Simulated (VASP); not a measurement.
# NaF (Villiaumite) (Fm-3m) in VASP: notebook

The runs below take NaF (Villiaumite) through relaxation of the atoms, with PBE.

Everything below comes from runs of VASP 6.6.1. Logs are shortened: lines on timing, memory, paths and dates and some standing lists are left out, and cuts for length are marked.

## (1) The undisturbed crystal

Symmetry: Fm-3m, No. 225, cubic system. The conventional cell has a = 4.640 Å, b = 4.640 Å, c = 4.640 Å, α = 90.00°, β = 90.00°, γ = 90.00°. Na (site symmetry m-3m) is surrounded by 6 F at 2.32 Å. F (site symmetry m-3m) is surrounded by 6 Na at 2.32 Å.

## (2) Relaxation of the atoms, PBE (a relaxed cell with its volume scaled by 1.02)

Contents of INCAR:

```
SYSTEM = NaF
  PREC = Accurate
  ENCUT = 600
  EDIFF = 1E-7
  ISMEAR = 0
  SIGMA = 0.03
  LREAL = .False.
  LASPH = .True.
  NELM = 80
  ALGO = Fast
  ISIF = 2
  LWAVE = .False.
  LCHARG = .False.
  GGA = PE
  IBRION = 2
  NSW = 40
  EDIFFG = -0.01
```

Contents of KPOINTS:

```
Automatic mesh
0
Gamma
  10 10 10
  0 0 0
```

Contents of POSCAR:

```
NaF                                     
1.0
    0.0000000000      2.3624092290      2.3624092290
    2.3624092290      0.0000000000      2.3624092290
    2.3624092290      2.3624092290      0.0000000000
  Na              F             
     1     1
Direct
     0.0000000000000000    0.0000000000000000    0.0000000000000000
     0.5000000000000000    0.5000000000000000    0.5000000000000000
```

Potentials or basis: VASP PAW PBE potentials, release 64 (Na_pv, F).

Run with:

```sh
$ cat potpaw_PBE.64/Na_pv/POTCAR potpaw_PBE.64/F/POTCAR > POTCAR
$ mpirun -np 1 vasp_std > vasp.out
```

OUTCAR:

```text
SYSTEM = NaF
   PREC = Accurate
   ENCUT = 600
   EDIFF = 1E-7
   ISMEAR = 0
   LREAL = .False.
   LASPH = .True.
   NELM = 80
   ISIF = 2
   GGA = PE
   IBRION = 2
   NSW = 40
   EDIFFG = -0.01

 ion  position               nearest neighbor table
   1  0.000  0.000  0.000-
   2  0.500  0.500  0.500-

  LATTYP: Found a face centered cubic cell.
 ALAT       =     4.7248184580

  Lattice vectors:

 A1 = (   0.0000000000,   2.3624092290,   2.3624092290)
 A2 = (   2.3624092290,   0.0000000000,   2.3624092290)
 A3 = (   2.3624092290,   2.3624092290,   0.0000000000)

Analysis of symmetry for initial positions (statically):
=====================================================================
 Subroutine PRICEL returns:
 Original cell was already a primitive cell.

 Routine SETGRP: Setting up the symmetry group for a
 face centered cubic supercell.

 Subroutine GETGRP returns: Found 48 space group operations
 (whereof 48 operations were pure point group operations)
 out of a pool of 48 trial point group operations.

The static configuration has the point symmetry O_h .

Analysis of symmetry for dynamics (positions and initial velocities):
=====================================================================
 Subroutine PRICEL returns:
 Original cell was already a primitive cell.

 Routine SETGRP: Setting up the symmetry group for a
 face centered cubic supercell.

 Subroutine GETGRP returns: Found 48 space group operations
 (whereof 48 operations were pure point group operations)
 out of a pool of 48 trial point group operations.

The dynamic configuration has the point symmetry O_h .

 Subroutine INISYM returns: Found 48 space group operations
 (whereof 48 operations are pure point group operations),
 and found     1 'primitive' translations

----------------------------------------------------------------------------------------

                                     Primitive cell

  volume of cell :      26.3691

  direct lattice vectors                    reciprocal lattice vectors
     0.000000000  2.362409229  2.362409229    -0.211648344  0.211648344  0.211648344
     2.362409229  0.000000000  2.362409229     0.211648344 -0.211648344  0.211648344
     2.362409229  2.362409229  0.000000000     0.211648344  0.211648344 -0.211648344

  length of vectors
     3.340951172  3.340951172  3.340951172     0.366585684  0.366585684  0.366585684

  position of ions in fractional coordinates (direct lattice)
     0.000000000  0.000000000  0.000000000
     0.500000000  0.500000000  0.500000000

  ion indices of the primitive-cell ions
   primitive index   ion index
                 1           1
                 2           2

----------------------------------------------------------------------------------------

 KPOINTS: Automatic mesh

Automatic generation of k-mesh.
 Grid dimensions read from file:
 generate k-points for:   10   10   10

 Generating k-lattice:

  Cartesian coordinates                     Fractional coordinates (reciprocal lattice)
    -0.021164834  0.021164834  0.021164834     0.100000000  0.000000000  0.000000000
     0.021164834 -0.021164834  0.021164834     0.000000000  0.100000000  0.000000000
     0.021164834  0.021164834 -0.021164834     0.000000000  0.000000000  0.100000000

  Length of vectors
     0.036658568  0.036658568  0.036658568

  Shift w.r.t. Gamma in fractional coordinates (k-lattice)
     0.000000000  0.000000000  0.000000000

 Subroutine IBZKPT returns following result:
 ===========================================

 Found     47 irreducible k-points:

 Following reciprocal coordinates:
            Coordinates               Weight
  0.000000  0.000000  0.000000      1.000000
  0.100000  0.000000  0.000000      8.000000
  0.200000  0.000000  0.000000      8.000000
  0.300000  0.000000  0.000000      8.000000
  0.400000  0.000000  0.000000      8.000000
  0.500000  0.000000  0.000000      4.000000
[... 16 lines left out ...]
  0.300000  0.300000  0.000000      6.000000
  0.400000  0.300000  0.000000     24.000000
 [... further k-points ...]
   k-points           NKPTS =     47   k-points in BZ     NKDIM =     47   number of bands    NBANDS=     11
   number of dos      NEDOS =    301   number of ions     NIONS =      2
   total plane-waves  NPLWV =  21952
   dimension x,y,z NGX =    28 NGY =   28 NGZ =   28
   dimension x,y,z NGXF=    56 NGYF=   56 NGZF=   56
   ions per type =               1   1
   NGX,Y,Z   is equivalent  to a cutoff of  13.93, 13.93, 13.93 a.u.
   NGXF,Y,Z  is equivalent  to a cutoff of  27.87, 27.87, 27.87 a.u.
 SYSTEM =  NaF
   PREC   = accura    normal or accurate (medium, high low for compatibility)
   ISTART =      0    job   : 0-new  1-cont  2-samecut
   ICHARG =      2    charge: 1-file 2-atom 10-const
   ISPIN  =      1    spin polarized calculation?
   LNONCOLLINEAR =      F non collinear calculations
   LSORBIT =      F    spin-orbit coupling
   LASPH  =      T    aspherical Exc in radial PAW
   ENCUT  =  600.0 eV  44.10 Ry    6.64 a.u.   6.67  6.67  6.67*2*pi/ulx,y,z
   NELM   =     80;   NELMIN=  2; NELMDL= -5     # of ELM steps
   EDIFF  = 0.1E-06   stopping-criterion for ELM
   LREAL  =      F    real-space projection
   EDIFFG = -.1E-01   stopping-criterion for IOM
   NSW    =     40    number of steps for IOM
   IBRION =      2    ionic relax: 0-MD 1-quasi-New 2-CG
   NFREE  =      1    steps in history (QN), initial steepest desc. (CG)
   ISIF   =      2    stress and relaxation
   ISYM   =      2    0-nonsym 1-usesym 2-fastsym
   POTIM  = 0.5000    time-step for ionic-motion
   TEBEG  =    0.0;   TEEND  =   0.0 temperature during run
   PSTRESS=    0.0 pullay stress
   NELECT =      14.0000    total number of electrons
   NUPDOWN=      -1.0000    fix difference up-down
   EMIN   =  10.00;   EMAX   =-10.00  energy-range for DOS
   EFERMI =   0.00;   METHOD = LEGACY
   ISMEAR =     0;   SIGMA  =   0.03  broadening in eV -4-tet -1-fermi 0-gaus
   EFERMI_NEDOS =   21; number of points for ismear=-14 and -15
   IALGO  =     68    algorithm
   IMIX   =      4    mixing-type and parameters
     AMIX     =   0.40;   BMIX     =  1.00
     AMIX_MAG =   1.60;   BMIX_MAG =  1.00
  volume/ion in A,a.u.               =      13.18        88.97
  Fermi-wavevector in a.u.,A,eV,Ry     =   1.325620  2.505059 23.909088  1.757268
  Thomas-Fermi vector in A             =   2.455067
   LORBIT       =      0    0 simple, 1 ext, 2 COOP (PROOUT), +10 PAW based schemes
   GGA     = PE    functional components
   LHFCALC =     F    Hartree Fock is set to
   AEXX    =    0.0000 exact exchange contribution
   IVDW    =     0    specifies the selected vdW correction
   LEPSILON=     F    determine dielectric tensor
   LRPA    =     F    only Hartree local field effects (RPA)
 conjugate gradient relaxation of ions
 non-spin polarized calculation
 RMM-DIIS sequential band-by-band and
 Gauss-broadening in eV      SIGMA  =   0.03
  energy-cutoff  :      600.00
  volume of cell :       26.37
 maximum number of plane-waves:       903
   NGX = 13   NGY = 13   NGZ = 13

 number of electron      13.9999995 magnetization

 Free energy of the ion-electron system (eV)
  ---------------------------------------------------
  ext. energy  EPLUGINS =         0.00000000
  ---------------------------------------------------
  free energy    TOTEN  =        -8.57071191 eV

  energy without entropy =       -8.57071191  energy(sigma->0) =       -8.57071191

 E-fermi :  -2.1312     XC(G=0):  -8.8801

 val. band max:       -2.3281846298   @ k =   0.0000   0.0000   0.0000
 cond. band min:       3.6698870051   @ k =   0.0000   0.0000   0.0000
 fundamental gap:      5.9980716350
 Fermi energy:        -2.1311646089

 k-point     1 :       0.0000    0.0000    0.0000
  band No.  band energies     occupation
      1     -21.4515      2.00000
      2     -21.4515      2.00000
      3     -21.4515      2.00000
      4     -21.4089      2.00000
      5      -2.3282      2.00000
      6      -2.3282      2.00000
      7      -2.3282      2.00000
      8       3.6699      0.00000
      9      16.2327      0.00000
     10      16.2327      0.00000
     11      16.2327      0.00000

 k-point     2 :       0.1000    0.0000    0.0000
  band No.  band energies     occupation
      1     -21.6491      2.00000
      2     -21.4525      2.00000
      3     -21.4525      2.00000
      4     -21.2001      2.00000
      5      -2.5104      2.00000
      6      -2.3503      2.00000
      7      -2.3503      2.00000
      8       4.0130      0.00000
      9      14.9763      0.00000
     10      16.3725      0.00000
     11      16.3725      0.00000

 k-point     3 :       0.2000    0.0000    0.0000
  band No.  band energies     occupation
      1     -21.8361      2.00000
      2     -21.4551      2.00000
      3     -21.4551      2.00000
      4     -20.9834      2.00000
      5      -2.9288      2.00000
      6      -2.4076      2.00000
      7      -2.4076      2.00000
      8       4.9020      0.00000
      9      13.2342      0.00000
     10      16.7156      0.00000
     11      16.7157      0.00000
[... 267 lines left out ...]
 k-point    23 :       0.3000    0.3000    0.0000
  band No.  band energies     occupation
      1     -21.8027      2.00000
      2     -21.4797      2.00000
      3     -21.4797      2.00000
      4     -20.9652      2.00000
      5      -3.3092      2.00000
      6      -2.5831      2.00000
      7      -2.5831      2.00000
      8       6.8215      0.00000
      9      11.8265      0.00000
     10      14.9169      0.00000
     11      16.5385      0.00000

 k-point    24 :       0.4000    0.3000    0.0000
  band No.  band energies     occupation
      1     -21.7878      2.00000
      2     -21.4903      2.00000
      3     -21.4841      2.00000
      4     -20.9647      2.00000
      5      -3.4151      2.00000
      6      -2.6821      2.00000
      7      -2.6309      2.00000
      8       7.8012      0.00000
      9      11.2709      0.00000
     10      13.8056      0.00000
     11      16.6117      0.00000

 [... further k-points ...]

------------------------ aborting loop because EDIFF is reached ----------------------------------------

  FORCE on cell =-STRESS in cart. coord.  units (eV):
  Direction    XX          YY          ZZ          XY          YZ          ZX
  --------------------------------------------------------------------------------------
  -------------------------------------------------------------------------------------
  Total       -0.1473040     -0.1473040     -0.1473040      0.0000000      0.0000000      0.0000000
  in kB       -8.9501371     -8.9501371     -8.9501371      0.0000000      0.0000000      0.0000000
  external PRESSURE =      -8.9501371 kB  Pullay stress =       0.0000000 kB

 VOLUME and BASIS-vectors are now :
 -----------------------------------------------------------------------------
  energy-cutoff  :      600.00
  volume of cell :       26.37
      direct lattice vectors                 reciprocal lattice vectors
     0.000000000  2.362409229  2.362409229    -0.211648344  0.211648344  0.211648344
     2.362409229  0.000000000  2.362409229     0.211648344 -0.211648344  0.211648344
     2.362409229  2.362409229  0.000000000     0.211648344  0.211648344 -0.211648344

 POSITION                                       TOTAL-FORCE (eV/Angst)
 -----------------------------------------------------------------------------------
      0.00000      0.00000      0.00000        -0.000000     -0.000000      0.000000
      2.36241      2.36241      2.36241         0.000000      0.000000     -0.000000
 -----------------------------------------------------------------------------------
    total drift:                                0.000000      0.000000      0.000000

  FREE ENERGIE OF THE ION-ELECTRON SYSTEM (eV)
  ---------------------------------------------------
  free  energy   TOTEN  =        -8.5707119148 eV

  energy  without entropy=       -8.5707119148  energy(sigma->0) =       -8.57071191

 reached required accuracy - stopping structural energy minimisation
```

Wall time 16 s (1 thread of AMD EPYC 9R45 (Zen 5), shared host); peak memory 0.12 GiB.

What came out:

```
Free energy             : -8.5707 eV
Pressure after relaxing : -0.9 GPa
Band gap on the k mesh  : 6.00 eV, direct
```

Final structure:
```
CELL_PARAMETERS angstrom
0.00000 2.36241 2.36241
2.36241 0.00000 2.36241
2.36241 2.36241 0.00000
ATOMIC_POSITIONS crystal
Na 0.00000 0.00000 0.00000
F 0.50000 0.50000 0.50000
```

Caveat: the relaxation stopped at its first step, so nothing moved. A k mesh can miss the band edges.

(Continued in part 2 of 2.)
